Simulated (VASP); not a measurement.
## From VASP inputs to Ansatz: BeTe (strained zincblende)

INCAR

```
LASPH = .TRUE.
PREC = Accurate
EDIFF = 1E-7
LREAL = .FALSE.
NSW = 0
METAGGA = R2SCAN
LCHARG = .FALSE.
IBRION = -1
ISIF = 2
LWAVE = .FALSE.
ALGO = Normal
ISMEAR = 0
SIGMA = 0.01
NBANDS = 11
ENCUT = 520
NELM = 120
```

KPOINTS

```
KPOINTS created by Atomic Simulation Environment
0
Gamma
8 8 8
0 0 0
```

KPOINTS_OPT

```
special points
7
Reciprocal
0.0000000000 0.0000000000 0.0000000000 1
-0.5000000000 -0.5000000000 0.0000000000 1
-0.3750000000 -0.3750000000 0.2500000000 1
-0.3750000000 0.0000000000 0.3750000000 1
0.0000000000 0.0000000000 0.5000000000 1
-0.5000000000 -0.2500000000 0.2500000000 1
0.0000000000 0.5000000000 0.5000000000 1
```

POSCAR

```
Be Te
 1.0000000000000000
     0.0000000000000000    2.8003373892000001    2.8003373892000001
     2.8003373892000001    0.0000000000000000    2.8003373892000001
     2.8003373892000001    2.8003373892000001    0.0000000000000000
 Be  Te
   1   1
Cartesian
  0.0000000000000000  0.0000000000000000  0.0000000000000000
  1.4001686946000000  1.4001686946000000  1.4001686946000000
```

VASP ran with the recommended PBE PAW datasets (8 valence electrons in the cell).

Write an Ansatz input for this cell and level of theory.



```yaml
crystal:
  lattice:
    - [0.0, 2.8003373892, 2.8003373892]
    - [2.8003373892, 0.0, 2.8003373892]
    - [2.8003373892, 2.8003373892, 0.0]
  atoms:
    - { symbol: Be, position: [0.0, 0.0, 0.0] }
    - { symbol: Te, position: [0.25, 0.25, 0.25] }
kpoints:
  mp_grid: { grid: [8, 8, 8] }
  band_path:
    path:
      - [0.0, 0.0, 0.0]
      - [-0.5, -0.5, 0.0]
      - [-0.375, -0.375, 0.25]
      - [-0.375, 0.0, 0.375]
      - [0.0, 0.0, 0.5]
      - [-0.5, -0.25, 0.25]
      - [0.0, 0.5, 0.5]
    npoints: 1
hamiltonian:
  xc: r2scan
scf:
  occupations: { method: fixed }
  n_extra_bands: 4
output:
  forces: true
  stress: true
  eigenvalues: true
```

Other inputs would serve too.

```
                              VASP   Ansatz
gap between bands v and c  2.29 eV  2.30 eV
         least direct gap  4.00 eV  4.01 eV
                 pressure  2.1 GPa  1.9 GPa
```

Datasets and cutoffs are each program's own. VASP's cell holds 8 valence electrons and Ansatz's 18. Ansatz's stress includes a Pulay correction; VASP's doesn't.
